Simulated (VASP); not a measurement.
# HC32N in VASP: a series of runs

The runs below take HC32N through single point, with PBE+D3(BJ).

Everything below comes from runs of VASP 6.6.1. Logs are shortened: lines on timing, memory, paths and dates and some standing lists are left out, and cuts for length are marked.

## Step 1: The slab as given

The cell holds a slab with vacuum, 34 atoms: a = 9.864 Å, b = 9.864 Å, c = 13.000 Å, α = 90.00°, β = 90.00°, γ = 120.00°.

The cell was built by a generator and needn't be a form met in nature.

## Step 2: Single point, PBE+D3(BJ)

INCAR

```
ALGO = Normal ; EDIFF = 1E-6
ENCUT = 520 ; GGA = PE
ISIF = 2 ; ISMEAR = -1
IVDW = 12 ; LASPH = T
LCHARG = T ; LELF = T
LREAL = Auto ; LVHAR = T
LWAVE = F ; NBANDS = 90
NELM = 60 ; PREC = Accurate
SIGMA = 0.02
```

KPOINTS

```
k-points
0
Gamma
  1 1 1
```

POSCAR

```
HC32N
1.0
    9.8640000000      0.0000000000      0.0000000000
   -4.9320000000      8.5424750000      0.0000000000
    0.0000000000      0.0000000000     13.0000000000
C N H
32 1 1
Direct
   -0.0044093504      0.0003507739      0.0722864022
    0.1614473558      0.0833111217      0.0704199352
   -0.0045545817      0.2507395064      0.0687823995
    0.1617407823      0.3330814224      0.0687468876
   -0.0043759793      0.5003930046      0.0704978063
    0.1614676460      0.5832861087      0.0723909240
   -0.0046618704      0.7498690218      0.0687514331
    0.1616328188      0.8338344710      0.0687673786
    0.2450691520      0.0002432601      0.0709336523
    0.4115272566      0.0834880507      0.0746714568
    0.2450775910      0.2499444993      0.0708894910
    0.4115229252      0.3330273081      0.0745108698
    0.2446198101      0.4993525021      0.0732781013
    0.4089875063      0.5793300838      0.0854142700
    0.2446538255      0.7505576022      0.0733246520
    0.4085492089      0.8350080101      0.0858533791
    0.4937535501     -0.0010140073      0.0828697567
    0.6632945679      0.0837525164      0.0828929646
    0.4948932188      0.2499407820      0.0745574466
    0.6621666504      0.3335736363      0.0745879122
    0.4938553459      0.4997663495      0.0820701650
    0.6632124065      0.5844228674      0.0820640481
    0.4866408837      0.7460008444      0.1108932002
    0.6704361926      0.8378658260      0.1108152032
    0.7485182988      0.0049739060      0.0857943546
    0.9123972029      0.0844402672      0.0732362325
    0.7455385662      0.2504885163      0.0747648534
    0.9119964648      0.3337055876      0.0710163471
    0.7455477248      0.5000249956      0.0745350333
    0.9119999875      0.5834000293      0.0709425124
    0.7480887074      0.7488592607      0.0853455918
    0.9124519562      0.8332672784      0.0732094743
    0.5786380971      0.7963805329      0.2068329174
    0.5785551816      0.7006318643      0.2378998478
```

Potentials or basis: VASP PAW PBE potentials, release 64 (C, N, H).

Run with:

```bash
> cat potpaw_PBE.64/C/POTCAR potpaw_PBE.64/N/POTCAR potpaw_PBE.64/H/POTCAR > POTCAR
> mpirun -np 1 vasp_gam > vasp.out
```

OUTCAR:

```text
EDIFF = 1E-6
   ENCUT = 520
   GGA = PE
   ISIF = 2
   ISMEAR = -1
   IVDW = 12
   LASPH = T
   LREAL = Auto
   NELM = 60
   PREC = Accurate
 IVDW          = 12

 ion  position               nearest neighbor table
   1  0.996  0.000  0.072-   2 1.42  32 1.43  26 1.43
   2  0.161  0.083  0.070-   1 1.42  11 1.42   9 1.42
   3  0.995  0.251  0.069-   4 1.42  26 1.42  28 1.42
   4  0.162  0.333  0.069-   3 1.42  13 1.42  11 1.42
   5  0.996  0.500  0.070-   6 1.42  30 1.42  28 1.42
   6  0.161  0.583  0.072-   5 1.42  13 1.43  15 1.43
[... 14 lines left out ...]
  21  0.494  0.500  0.082-  14 1.41  12 1.43  22 1.45
  22  0.663  0.584  0.082-  31 1.41  29 1.43  21 1.45
  23  0.487  0.746  0.111-  14 1.46  16 1.47  33 1.47  24 1.57
  24  0.670  0.838  0.111-  31 1.46  25 1.47  33 1.47  23 1.57
  25  0.749  0.005  0.086-  18 1.40  26 1.41  24 1.47
  26  0.912  0.084  0.073-  25 1.41   3 1.42   1 1.43
  27  0.746  0.250  0.075-  20 1.42  28 1.42  18 1.43
  28  0.912  0.334  0.071-   3 1.42  27 1.42   5 1.42
  29  0.746  0.500  0.075-  20 1.42  30 1.42  22 1.43
  30  0.912  0.583  0.071-   7 1.42  29 1.42   5 1.42
  31  0.748  0.749  0.085-  22 1.41  32 1.41  24 1.46
  32  0.912  0.833  0.073-  31 1.41   7 1.42   1 1.43
  33  0.579  0.796  0.207-  34 1.03  24 1.47  23 1.47
  34  0.579  0.701  0.238-  33 1.03

  LATTYP: Found a hexagonal cell.
 ALAT       =     9.8640000000
 C/A-ratio  =     1.3179237632

  Lattice vectors:

 A1 = (   9.8640000000,   0.0000000000,   0.0000000000)
 A2 = (  -4.9320000000,   8.5424750000,   0.0000000000)
 A3 = (   0.0000000000,   0.0000000000,  13.0000000000)

Analysis of symmetry for initial positions (statically):
=====================================================================
 Subroutine PRICEL returns:
 Original cell was already a primitive cell.

 Routine SETGRP: Setting up the symmetry group for a
 hexagonal supercell.

 Subroutine GETGRP returns: Found  1 space group operations
 (whereof  1 operations were pure point group operations)
 out of a pool of 24 trial point group operations.

The static configuration has the point symmetry C_1 .

Analysis of symmetry for dynamics (positions and initial velocities):
=====================================================================
 Subroutine PRICEL returns:
 Original cell was already a primitive cell.

 Routine SETGRP: Setting up the symmetry group for a
 hexagonal supercell.

 Subroutine GETGRP returns: Found  1 space group operations
 (whereof  1 operations were pure point group operations)
 out of a pool of 24 trial point group operations.

The dynamic configuration has the point symmetry C_1 .

 Subroutine INISYM returns: Found  1 space group operations
 (whereof  1 operations are pure point group operations),
 and found     1 'primitive' translations

----------------------------------------------------------------------------------------

                                     Primitive cell

  volume of cell :    1095.4187

  direct lattice vectors                    reciprocal lattice vectors
     9.864000000  0.000000000  0.000000000     0.101378751  0.058531046  0.000000000
    -4.932000000  8.542475000  0.000000000     0.000000000  0.117062093  0.000000000
     0.000000000  0.000000000 13.000000000     0.000000000  0.000000000  0.076923077

  length of vectors
     9.864000000  9.864000361 13.000000000     0.117062097  0.117062093  0.076923077

  position of ions in fractional coordinates (direct lattice)
     0.995590650  0.000350774  0.072286402
     0.161447356  0.083311122  0.070419935
     0.995445418  0.250739506  0.068782400
     0.161740782  0.333081422  0.068746888
     0.995624021  0.500393005  0.070497806
     0.161467646  0.583286109  0.072390924
[... 26 lines left out ...]
     0.578638097  0.796380533  0.206832917
     0.578555182  0.700631864  0.237899848

  ion indices of the primitive-cell ions
   primitive index   ion index
                 1           1
                 2           2
                 3           3
                 4           4
                 5           5
                 6           6
[... 26 lines left out ...]
                33          33
                34          34

----------------------------------------------------------------------------------------

 KPOINTS: k-points

Automatic generation of k-mesh.
 Grid dimensions read from file:
 generate k-points for:    1    1    1

 Generating k-lattice:

  Cartesian coordinates                     Fractional coordinates (reciprocal lattice)
     0.101378751  0.058531046  0.000000000     1.000000000 -0.000000000  0.000000000
     0.000000000  0.117062093  0.000000000     0.000000000  1.000000000  0.000000000
     0.000000000  0.000000000  0.076923077     0.000000000  0.000000000  1.000000000

  Length of vectors
     0.117062097  0.117062093  0.076923077

  Shift w.r.t. Gamma in fractional coordinates (k-lattice)
     0.000000000  0.000000000  0.000000000

 Subroutine IBZKPT returns following result:
 ===========================================

 Found      1 irreducible k-points:

 Following reciprocal coordinates:
            Coordinates               Weight
  0.000000  0.000000  0.000000      1.000000
   k-points           NKPTS =      1   k-points in BZ     NKDIM =      1   number of bands    NBANDS=     90
   number of dos      NEDOS =    301   number of ions     NIONS =     34
   total plane-waves  NPLWV = 627200
   dimension x,y,z NGX =    80 NGY =   80 NGZ =   98
   dimension x,y,z NGXF=   160 NGYF=  160 NGZF=  196
   ions per type =              32   1   1
   NGX,Y,Z   is equivalent  to a cutoff of  13.48, 13.48, 12.53 a.u.
   NGXF,Y,Z  is equivalent  to a cutoff of  26.97, 26.97, 25.06 a.u.
 SYSTEM =  unknown system
   PREC   = accura    normal or accurate (medium, high low for compatibility)
   ISTART =      0    job   : 0-new  1-cont  2-samecut
   ICHARG =      2    charge: 1-file 2-atom 10-const
   ISPIN  =      1    spin polarized calculation?
   LNONCOLLINEAR =      F non collinear calculations
   LSORBIT =      F    spin-orbit coupling
   LASPH  =      T    aspherical Exc in radial PAW
   ENCUT  =  520.0 eV  38.22 Ry    6.18 a.u.  18.34 18.34 24.17*2*pi/ulx,y,z
   NELM   =     60;   NELMIN=  2; NELMDL= -5     # of ELM steps
   EDIFF  = 0.1E-05   stopping-criterion for ELM
   LREAL  =      T    real-space projection
   EDIFFG = 0.1E-04   stopping-criterion for IOM
   NSW    =      0    number of steps for IOM
   IBRION =     -1    ionic relax: 0-MD 1-quasi-New 2-CG
   NFREE  =      0    steps in history (QN), initial steepest desc. (CG)
   ISIF   =      2    stress and relaxation
   ISYM   =      2    0-nonsym 1-usesym 2-fastsym
   POTIM  = 0.5000    time-step for ionic-motion
   TEBEG  =    0.0;   TEEND  =   0.0 temperature during run
   PSTRESS=    0.0 pullay stress
   NELECT =     134.0000    total number of electrons
   NUPDOWN=      -1.0000    fix difference up-down
   EMIN   =  10.00;   EMAX   =-10.00  energy-range for DOS
   EFERMI =   0.00;   METHOD = LEGACY
   ISMEAR =    -1;   SIGMA  =   0.02  broadening in eV -4-tet -1-fermi 0-gaus
   EFERMI_NEDOS =   21; number of points for ismear=-14 and -15
   IALGO  =     38    algorithm
   IMIX   =      4    mixing-type and parameters
     AMIX     =   0.40;   BMIX     =  1.00
     AMIX_MAG =   1.60;   BMIX_MAG =  1.00
  volume/ion in A,a.u.               =      32.22       217.42
  Fermi-wavevector in a.u.,A,eV,Ry     =   0.812674  1.535731  8.985819  0.660439
  Thomas-Fermi vector in A             =   1.922260
   LORBIT       =      0    0 simple, 1 ext, 2 COOP (PROOUT), +10 PAW based schemes
   GGA     = PE    functional components
   LHFCALC =     F    Hartree Fock is set to
   AEXX    =    0.0000 exact exchange contribution
   IVDW    =    12    specifies the selected vdW correction
   LEPSILON=     F    determine dielectric tensor
   LRPA    =     F    only Hartree local field effects (RPA)
 non-spin polarized calculation
  energy-cutoff  :      520.00
  volume of cell :     1095.42
 maximum number of plane-waves:     14767
 NGX is ok and might be reduce to    80
   NGX = 37   NGY = 37   NGZ = 49

 number of electron     134.0000002 magnetization

 Free energy of the ion-electron system (eV)
  ---------------------------------------------------
  ext. energy  EPLUGINS =         0.00000000
  ---------------------------------------------------
  free energy    TOTEN  =      -304.87345281 eV

  energy without entropy =     -304.87345281  energy(sigma->0) =     -304.87345281

 E-fermi :  -2.7565     XC(G=0):  -3.4321

 val. band max:       -3.2455507212   @ k =   0.0000   0.0000   0.0000
 cond. band min:      -0.7547911687   @ k =   0.0000   0.0000   0.0000
 fundamental gap:      2.4907595526
 Fermi energy:        -2.7565236764

 k-point     1 :       0.0000    0.0000    0.0000
  band No.  band energies     occupation
      1     -23.0107      2.00000
      2     -21.1562      2.00000
      3     -19.9881      2.00000
      4     -19.9527      2.00000
      5     -19.9303      2.00000
      6     -19.9035      2.00000
[... 71 lines left out ...]
     78       2.2926      0.00000
     79       3.0169      0.00000
 [bands above 79 left out]

------------------------ aborting loop because EDIFF is reached ----------------------------------------

 Edisp (eV)   -2.97135

 E8    (eV) :    -0.9201

  FORCE on cell =-STRESS in cart. coord.  units (eV):
  Direction    XX          YY          ZZ          XY          YZ          ZX
  --------------------------------------------------------------------------------------
  -------------------------------------------------------------------------------------
  Total       2.64415     1.88907    -0.12895     0.72219    -0.04610     0.01924
  in kB       3.86738     2.76298    -0.18860     1.05629    -0.06743     0.02814
  external pressure =        2.15 kB  Pullay stress =        0.00 kB

 VOLUME and BASIS-vectors are now :
 -----------------------------------------------------------------------------
  energy-cutoff  :      520.00
  volume of cell :     1095.42
      direct lattice vectors                 reciprocal lattice vectors
     9.864000000  0.000000000  0.000000000     0.101378751  0.058531046  0.000000000
    -4.932000000  8.542475000  0.000000000     0.000000000  0.117062093  0.000000000
     0.000000000  0.000000000 13.000000000     0.000000000  0.000000000  0.076923077

 POSITION                                       TOTAL-FORCE (eV/Angst)
 -----------------------------------------------------------------------------------
      9.81878      0.00300      0.93972        -0.003491      0.000496      0.000974
      1.18163      0.71168      0.91546         0.002715     -0.000618     -0.001288
      8.58243      2.14194      0.89417        -0.008618      0.003994     -0.007835
     -0.04735      2.84534      0.89371         0.010951     -0.010642     -0.004932
      7.35290      4.27459      0.91647        -0.005784     -0.002575     -0.000911
     -1.28405      4.98271      0.94108         0.007983      0.001116     -0.002134
[... 26 lines left out ...]
      1.77994      6.80306      2.68883         0.017904     -0.040690      0.061771
      2.25135      5.98513      3.09270         0.000185      0.008323      0.031253
 -----------------------------------------------------------------------------------
    total drift:                               -0.011309     -0.073715      0.025027

  FREE ENERGIE OF THE ION-ELECTRON SYSTEM (eV)
  ---------------------------------------------------
  free  energy   TOTEN  =      -307.8448048679 eV

  energy  without entropy=     -307.8448048679  energy(sigma->0) =     -307.84480487
```

Run time: 5.3 min. Hardware: 1 thread of Intel Xeon 6975P-C (Granite Rapids), shared host; peak memory 1.1 GiB.

What came out:

```yaml
Free_energy: -307.8448 eV
Largest_force: 0.076 eV/Å
Band_gap_on_the_k_mesh: 2.49 eV, direct
Dispersion_energy_per_atom: -0.087 eV
```

Forces on the atoms (eV/Å):
```
C   -0.003  0.000  0.001
C    0.003 -0.001 -0.001
C   -0.009  0.004 -0.008
C    0.011 -0.011 -0.005
C   -0.006 -0.003 -0.001
C    0.008  0.001 -0.002
C   -0.014  0.002 -0.007
C    0.004 -0.007  0.000
C   -0.001  0.004 -0.004
C    0.015 -0.006  0.004
C   -0.006  0.006 -0.006
C    0.005 -0.002  0.003
C   -0.008  0.010  0.002
C    0.000  0.020  0.006
C    0.005 -0.001 -0.005
C   -0.005 -0.011 -0.006
C    0.000  0.018  0.006
C   -0.002  0.000  0.001
C   -0.001  0.004  0.002
C    0.007 -0.012  0.007
C    0.011  0.003  0.012
C   -0.002 -0.001  0.003
C   -0.056 -0.029 -0.041
C    0.049  0.043 -0.039
C   -0.003  0.002 -0.007
C    0.008 -0.012 -0.004
C   -0.013 -0.003 -0.005
C    0.003  0.000 -0.003
C   -0.013  0.005  0.004
C    0.004  0.000 -0.005
C   -0.018  0.009  0.005
C    0.007 -0.003 -0.001
N    0.018 -0.041  0.062
H    0.000  0.008  0.031
```

(Continued in part 2 of 3.)
